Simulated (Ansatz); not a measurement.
## Pd under changes of volume

One of the cells (14.750 Å³/atom); the others are scaled copies at fixed shape and fractional positions:

```xyz
1
Lattice="0.0000 1.9465 1.9465 1.9465 0.0000 1.9465 1.9465 1.9465 0.0000" Properties=species:S:1:pos:R:3 pbc="T T T"
Pd    0.0000    0.0000    0.0000
```

| Item | Value |
| --- | --- |
| Program | Ansatz 0.2.0 |
| Functional | PBE |
| Potentials or basis | PseudoDojo standard (PBE files) |
| Cutoff | 1116 eV |
| Density cutoff | 4463 eV |
| k mesh | 12 × 12 × 12 |
| Occupations | fermi-dirac, width 0.05 eV |
| Spin | no spin polarisation |

| volume (Å³/atom) | energy over the lowest point (meV/atom) | pressure (GPa) |
| --- | --- | --- |
| 13.865 | 86.60 | 21.9 |
| 14.160 | 51.95 | 16.2 |
| 14.455 | 27.07 | 11.2 |
| 14.750 | ? | ? |
| 15.045 | 2.03 | 3.0 |
| 15.340 | 0.00 | -0.5 |
| 15.635 | 3.94 | -3.5 |

What does the run at 14.750 Å³/atom give?

Energy over the lowest point 10.77 meV/atom; pressure 6.8 GPa.

Worked out: A Birch-Murnaghan fit of order 3 (a polynomial in V^(-2/3)) to the other rows has its minimum at 15.29 Å³/atom with B0 = V·E''(V) = 170 GPa and B' = 5.4. It gives 10.74 meV/atom at 14.750 Å³/atom, against the run's 10.77, and -dE/dV = 6.7 GPa, against 6.8.

Energies are extrapolated to zero smearing.
